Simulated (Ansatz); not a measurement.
# One structure, 3 elements: Be3Se, Mg3Se, Ca3Se

Plane-wave DFT in Ansatz with scalar-relativistic PAW potentials, cutoff 420 eV, Γ-centred meshes chosen by cell and gap, Gaussian smearing with energies taken to zero width. Every cell was relaxed (cell and atoms) in a run of its own, within the symmetry of its start. Functional: PBE.

All members share space group Pm-3m and the same sites; only the element on one set of sites changes (Be, Mg, Ca). Members needn't be the stable form of their composition. Energies over the elements, where given, are against the elements' standard states in the same functional (H₂, N₂, O₂ and halogens uncorrected, Hg as a solid). The first member:

Space group Pm-3m (No. 221). a = 3.633 Å, b = 3.633 Å, c = 3.633 Å, α = 90.00°, β = 90.00°, γ = 90.00°
| atom | site | symmetry | x | y | z |
| --- | --- | --- | --- | --- | --- |
| Be | 3c | 4/mm.m | 0.0000 | 0.5000 | 0.5000 |
| Se | 1a | m-3m | 0.0000 | 0.0000 | 0.0000 |

| compound | V (Å³/atom) | a (Å) | energy over elements (eV/atom) |
| --- | --- | --- | --- |
| Be3Se | 11.99 | 3.633 | 0.680 |
| Ca3Se | 32.05 | 5.043 | -0.449 |

Task: Predict the member with Mg.

Result: V (Å³/atom) 22.20, a (Å) 4.461, energy over elements (eV/atom) -0.223. Interpolating linearly in period between Be and Ca would give 22.02 Å³/atom (0.8 % too small), with 0.115 eV/atom over the elements. Over the whole series the volume grows at each step down the group; all are metallic on the mesh; binding against the elements strengthens.

Spin polarisation was left out, and a magnetic state may lie lower.